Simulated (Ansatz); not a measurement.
Runs of Ansatz 0.2.0 on Li. Symmetry: P4/mmm, No. 123, tetragonal system. The conventional cell has a = 5.334 Å, b = 5.334 Å, c = 2.803 Å, α = 90.00°, β = 90.00°, γ = 90.00°. Li (site symmetry mmm) is surrounded by 4 Li at 2.67 to 2.80 Å. Li (site symmetry 4/mmm) is surrounded by 6 Li at 2.67 to 2.80 Å. The cell was built by a generator and needn't be a form met in nature.

```csv
task,level,cell,cutoff (eV),target pressure (GPa),points for each segment of the path,gap on the mesh (eV),pressure (GPa)
relaxation of cell and atoms,PBEsol,relaxed to 20 GPa,420,20,-,none,20.0
relaxation of cell and atoms,PBEsol,relaxed to 30 GPa,420,30,-,none,30.0
band structure,PBE,as given,420,-,14,none,0.0
band structure,PBEsol,as given,420,-,14,none,0.0
band structure,revPBE,as given,420,-,14,none,0.4
band structure,r2SCAN,as given,500,-,14,none,0.4
band structure,RPBE,as given,420,-,14,none,0.4
band structure,BLYP,as given,420,-,14,none,(a)
band structure,LDA,as given,420,-,14,none,-0.5
```

Alike in all rows: potentials or basis Ansatz PAW; no spin polarisation; k mesh 5 × 5 × 9; smearing fermi-dirac 0.05 eV.

Question: Estimate the missing entries.

Answer: (a) 0.1.

Caveats: the potentials were made for another functional, which shifts forces and pressure (some runs); the plane-wave basis is chosen anew once the cell has moved, so the energies of steps on either side of that aren't comparable (some runs); the PAW data sets were made with another functional, which shifts forces and pressure a little (some runs).

A gap of «none» marks a metal or a gap under the smearing width.
